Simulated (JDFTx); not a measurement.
## BN under changes of volume

One of the cells (5.959 Å³/atom); the others are scaled copies at fixed shape and fractional positions:

```
CELL_PARAMETERS angstrom
0.00000 1.81300 1.81300
1.81300 0.00000 1.81300
1.81300 1.81300 0.00000
ATOMIC_POSITIONS crystal
N 0.25000 0.25000 0.25000
B 0.00000 0.00000 0.00000
```

The cell is a database's computed one.

| Item | Value |
| --- | --- |
| Program | JDFTx 1.7.0 (patched build) |
| Functional | PBE |
| Potentials or basis | PseudoDojo-SR-PBE-0.5-standard with smoothed tails |
| Cutoff | 1143 eV |
| Density cutoff | 9143 eV |
| k mesh | 13 × 13 × 13 |
| Occupations | fermi-dirac, width 0.05 eV |
| Spin | no spin polarisation |

| volume (Å³/atom) | energy over the lowest point (meV/atom) | pressure (GPa) | gap on the mesh (eV) |
| --- | --- | --- | --- |
| 5.602 | 25.52 | 24.8 | 4.68 |
| 5.721 | 10.59 | 15.5 | 4.65 |
| 5.840 | 2.28 | 7.0 | 4.62 |
| 5.959 | 0.00 | -0.7 | 4.60 |
| 6.078 | 3.21 | -7.8 | 4.57 |
| 6.198 | 11.41 | -14.2 | 4.54 |
| 6.317 | ? | ? | ? |

Problem. What does the run at 6.317 Å³/atom give?

Solution. Energy over the lowest point 24.16 meV/atom; pressure -20.0 GPa; gap on the mesh 4.52 eV.

Worked out: A Birch-Murnaghan fit of order 3 (a polynomial in V^(-2/3)) to the other rows has its minimum at 5.95 Å³/atom with B0 = V·E''(V) = 370 GPa and B' = 3.9. It gives 24.07 meV/atom at 6.317 Å³/atom, against the run's 24.16, and -dE/dV = -19.9 GPa, against -20.0. A straight line through the other rows of the gap, of slope -1.36 eV per unit of ln V, extrapolates to 4.52 eV, against the run's 4.52.

Energies are extrapolated to zero smearing.

Caveats: an odd mesh through Γ misses points on the zone boundary, where band edges often lie.
